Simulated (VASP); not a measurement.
**BaS (zincblende), LDA relaxation of cell and atoms: VASP's output and Ansatz's**

POSCAR

```
Ba S
 1.0000000000000000
     0.0000000000000000    3.5194117709000001    3.5194117709000001
     3.5194117709000001    0.0000000000000000    3.5194117709000001
     3.5194117709000001    3.5194117709000001    0.0000000000000000
 Ba  S
   1   1
Cartesian
  0.0000000000000000  0.0000000000000000  0.0000000000000000
  1.7597058854500001  1.7597058854500001  1.7597058854500001
```

VASP ran with the recommended LDA PAW datasets (16 valence electrons in the cell).

From OUTCAR

```
k-points           NKPTS =     16   k-points in BZ     NKDIM =     16   number of bands    NBANDS=     15

   NELECT =      16.0000    total number of electrons

   dimension x,y,z NGX =    40 NGY =   40 NGZ =   40
   dimension x,y,z NGXF=    80 NGYF=   80 NGZF=   80

  energy-cutoff  :      600.00
  volume of cell :       82.38
      direct lattice vectors                 reciprocal lattice vectors
     0.000000000  3.453559905  3.453559905    -0.144778146  0.144778146  0.144778146
     3.453559905  0.000000000  3.453559905     0.144778146 -0.144778146  0.144778146
     3.453559905  3.453559905  0.000000000     0.144778146  0.144778146 -0.144778146

 k-points in reciprocal lattice and weights: KPOINTS created by Atomic Simulation Env
   0.00000000  0.00000000  0.00000000       0.005
   0.16666667  0.00000000  0.00000000       0.037
   0.33333333  0.00000000  0.00000000       0.037
   0.50000000  0.00000000  0.00000000       0.019
   0.16666667  0.16666667  0.00000000       0.028
   0.33333333  0.16666667  0.00000000       0.111
   0.50000000  0.16666667  0.00000000       0.111
  -0.33333333  0.16666667  0.00000000       0.111
   ...

 E-fermi :   0.2822

 k-point     1 :       0.0000    0.0000    0.0000
  band No.  band energies     occupation
      1     -26.0446      2.00000
      2     -11.2572      2.00000
      3     -11.2572      2.00000
      4     -11.2572      2.00000
      5     -10.1231      2.00000
      6      -0.9774      2.00000
      7      -0.9774      2.00000
      8      -0.9774      2.00000
      9       2.3434      0.00000
     10       4.8124      0.00000
     11       4.8124      0.00000
     12       6.8500      0.00000
     13       6.8500      0.00000
     14       6.8500      0.00000
     15       9.9646      0.00000

 k-point     2 :       0.1667    0.0000    0.0000
  band No.  band energies     occupation
      1     -26.0395      2.00000
      2     -11.5425      2.00000
      3     -11.2701      2.00000
      4     -11.2701      2.00000
      5      -9.8330      2.00000
      6      -1.0566      2.00000
      7      -0.8967      2.00000
      8      -0.8967      2.00000
      9       2.9668      0.00000
     10       4.5994      0.00000
     11       4.5994      0.00000
     12       6.5199      0.00000
     13       7.3137      0.00000
     14       7.3137      0.00000
     15       8.4284      0.00000

 k-point     3 :       0.3333    0.0000    0.0000
  band No.  band energies     occupation
      1     -26.0292      2.00000
      2     -11.9205      2.00000
      3     -11.2955      2.00000
      4     -11.2955      2.00000
      5      -9.4577      2.00000
      6      -0.9877      2.00000
      7      -0.7483      2.00000
      8      -0.7483      2.00000
      9       3.9095      0.00000
     10       4.6450      0.00000
     11       4.6450      0.00000
     12       5.8120      0.00000
     13       7.0158      0.00000
     14       7.0158      0.00000
     15       7.4471      0.00000

 k-point     4 :       0.5000    0.0000    0.0000
  band No.  band energies     occupation
      1     -26.0241      2.00000
      2     -12.0680      2.00000
      3     -11.3080      2.00000
      4     -11.3080      2.00000
      5      -9.3179      2.00000
      6      -0.8476      2.00000
      7      -0.6823      2.00000
      8      -0.6823      2.00000
      9       4.1199      0.00000
     10       5.0142      0.00000
     11       5.0142      0.00000
     12       5.1132      0.00000
     13       6.2624      0.00000
     14       6.2624      0.00000
     15       8.5776      0.00000

 k-point     5 :       0.1667    0.1667    0.0000
  band No.  band energies     occupation
      1     -26.0378      2.00000
      2     -11.5941      2.00000
      3     -11.2895      2.00000
      4     -11.2895      2.00000
      5      -9.7485      2.00000
      6      -1.1959      2.00000
      7      -0.8038      2.00000
      8      -0.8038      2.00000
      9       3.1799      0.00000
     10       4.0096      0.00000
     11       5.0693      0.00000
     12       7.0443      0.00000
     13       7.0443      0.00000
     14       7.1533      0.00000
     15       8.9385      0.00000

 k-point     6 :       0.3333    0.1667    0.0000
  band No.  band energies     occupation
      1     -26.0292      2.00000
      2     -11.8846      2.00000
      3     -11.3274      2.00000
      4     -11.3181      2.00000
      5      -9.4326      2.00000
      6      -1.2040      2.00000
      7      -0.6558      2.00000
      8      -0.6318      2.00000
      9       3.6305      0.00000
     10       4.1448      0.00000
     11       5.2254      0.00000
     12       6.2777      0.00000
     13       6.8479      0.00000
     14       7.4230      0.00000
     15       8.0215      0.00000

 ...

  Total        0.0002292      0.0002292      0.0002292     -0.0000000     -0.0000000      0.0000000
  in kB        0.0044585      0.0044585      0.0044585     -0.0000000     -0.0000000      0.0000000
  external PRESSURE =       0.0044585 kB  Pullay stress =       0.0000000 kB

 POSITION                                       TOTAL-FORCE (eV/Angst)
 -----------------------------------------------------------------------------------
      0.00000      0.00000      0.00000        -0.000000     -0.000000     -0.000000
      1.72678      1.72678      1.72678         0.000000      0.000000      0.000000
 -----------------------------------------------------------------------------------
    total drift:                                0.000000      0.000000      0.000000

  FREE ENERGIE OF THE ION-ELECTRON SYSTEM (eV)
  ---------------------------------------------------
  free  energy   TOTEN  =       -10.5358060856 eV

  energy  without entropy=      -10.5358060856  energy(sigma->0) =      -10.53580609
```

Datasets and cutoffs are each program's own. VASP's cell holds 16 valence electrons and Ansatz's 16. LDA means the Perdew–Zunger form with relativistic exchange in VASP and the Perdew–Wang form in Ansatz.

**Question.** What does Ansatz give for the same cell and level of theory?

**Answer.** relaxed cell vector lengths 4.856, 4.856, 4.856 Å; relaxed cell volume 80.98 Å³.

Ansatz printed

```
basis re-selected at this cell: Δ(F+E_penalty+E_count) = +9.871e-5 eV, ΔP = -0.000 GPa vs the last step (what re-selecting the basis moved, of the pressure what is left beyond the Pulay correction that the steps carried, after the strain that the cell walked since its last selection, with what the two solves' SCF thresholds leave and, on support functions, any second-order correction that the steps lacked; it is no measure of the basis error at this ecutwfc). This SCF's stress stands 2.48e-2 GPa from its target on what of the cell is left free (relax.cell.stress_tol is 5.00e-2 GPa) and its largest allowed force component is 3.59e-17 eV/Å (relax.f_tol is 5.00e-3 eV/Å): within both
SCF converged after 4 iterations
Free energy (F): -6652.820130 eV
Harris-Foulkes:  -6652.820130 eV  (|F-HF|=0.00e0)
Internal energy: -6652.820130 eV  (E = F + TS)
E sigma→0 (E₀):  -6652.820130 eV
Fermi energy:    4.686913 eV
--- Per-component energies (eV) ---
  E_band       = -86.764310
  E_kinetic    = 277.383949
  E_local      = -565.269342  (includes V_loc(G=0)·N_el)
  E_nonlocal   = 89.641346
  E_hartree    = 190.246459
  E_xc         = -264.079968
  E_vxc        = -224.797992  (∫ρ·V_xc dr)
  E_paw        = -5626.606283  (= ΣΔE_a)
  E_vpaw       = -44.215165  (= ΣTr[D̂ρ^β])
  E_aug_tail   = -0.000001  (compensation charges beyond the density's cutoff)
  E_ewald      = -754.572003
  E_core_change = 0.435713  (= ΣΔE_core)
  E_smearing   = -0.000000  (= −TS)
  E_closure    = 0.000000  (closes the sum)
  Σ components = -6652.820130   (vs F -6652.820130, Δ=0.00e0)
--- Forces (eV/Å), atoms counted from 1 ---
  atom   1  Ba    -0.00000000    -0.00000000    -0.00000000
  atom   2  S      0.00000000     0.00000000     0.00000000
  max |Σ_I F_I| component: 6.94e-18 eV/Å
--- Stress (GPa, compression-positive) ---
       -0.024814      -0.000000      -0.000000
       -0.000000      -0.024814       0.000000
       -0.000000       0.000000      -0.024814
  P = ⅓ Tr σ = -0.0248 GPa (-0.248 kbar)
--- Relaxed structure (3 steps of the walk, 3 accepted, 1 SCFs on fresh bases) ---
  F+E_penalty+E_count = -6652.82013037 eV   max|allowed force component| = 3.585e-17 eV/Å   (the final SCF, on the basis selected at the relaxed cell)
  cell:  # Å, volume = 80.9825 Å³
    - [-5.095372032895593e-35, 3.433894983771001, 3.433894983771001]
    - [3.433894983771001, 4.127251346645427e-33, 3.433894983771001]
    - [3.433894983771001, 3.433894983771001, 3.7705753043427365e-33]
  atoms:
    - { symbol: Ba, position: [-6.384357428790389e-34, 1.3863176131087701e-33, 6.93158806554385e-34] }
    - { symbol: S, position: [0.25, 0.25, 0.25] }
```
